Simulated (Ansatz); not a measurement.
HfN:

```xyz
2
Lattice="0.0000 2.2560 2.2560 2.2560 0.0000 2.2560 2.2560 2.2560 0.0000" Properties=species:S:1:pos:R:3 pbc="T T T"
Hf    0.0000    0.0000    0.0000
N     2.2560    2.2560    2.2560
```

Base run:

| Quantity | Value |
| --- | --- |
| Program | Ansatz 0.2.0 |
| Functional | PBE |
| Potentials or basis | all-electron LAPW, scalar-relativistic |
| Cutoff | 344 eV (chosen from the basis error) |
| Basis error allowed | 0.001 eV/atom |
| k mesh | 10 × 10 × 10 |
| Occupations | gaussian, width 0.024 eV |
| Spin | no spin polarisation |

Its results: band gap on the k mesh none (metal or under the smearing width); pressure 6.7 GPa.

The run is repeated on the same cell with these changes: functional from PBE to RPBE; occupations from gaussian, width 0.024 eV to gaussian, width 0.1 eV. What comes out?

Band gap on the k mesh none (metal or under the smearing width); pressure 11.3 GPa.
